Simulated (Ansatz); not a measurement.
Runs of Ansatz 0.2.0 on InPd. The structure is cubic, space group Pm-3m (No. 221). Conventional cell: a = 3.272 Å, b = 3.272 Å, c = 3.272 Å, α = 90.00°, β = 90.00°, γ = 90.00°. In (site symmetry m-3m) has 8 Pd at 2.83 Å as nearest neighbours. Pd (site symmetry m-3m) has 8 In at 2.83 Å as nearest neighbours. The cell comes from a database or a generator and needn't be the stable form of this composition.

```csv
task,level,cell,smearing,gap on the mesh (eV),pressure (GPa),relaxed volume (Å³/atom)
single point,PBE,as given,gaussian 0.026 eV,none,3.7,-
relaxation of cell and atoms,PBEsol+D3(BJ),relaxed,fermi-dirac 0.05 eV,none,0.0,16.50
relaxation of cell and atoms,PBE+D3(BJ),relaxed,fermi-dirac 0.05 eV,none,0.0,17.31
single point,PBE,as given,gaussian 0.025 eV,none,3.7,-
relaxation of cell and atoms,PBE+D4,relaxed,fermi-dirac 0.05 eV,none,0.0,(a)
```

Alike in all rows: potentials or basis Ansatz PAW; no spin polarisation; k mesh 8 × 8 × 8; cutoff (eV) 420.

**Question.** Fill in the values left out.

**Answer.** (a) 17.44.

Caveats: the plane-wave basis is chosen anew once the cell has moved, so the energies of steps on either side of that aren't comparable (some runs); pairwise dispersion overbinds metals, which lowers pressure and volume (some runs); the PAW data sets come from PBE, with cores solved anew for the run's functional, which leaves a small shift of forces and pressure (some runs).

A k mesh can miss the band edges, and the runs leave out spin-orbit coupling on In, Pd.

A gap of «none» marks a metal or a gap under the smearing width.
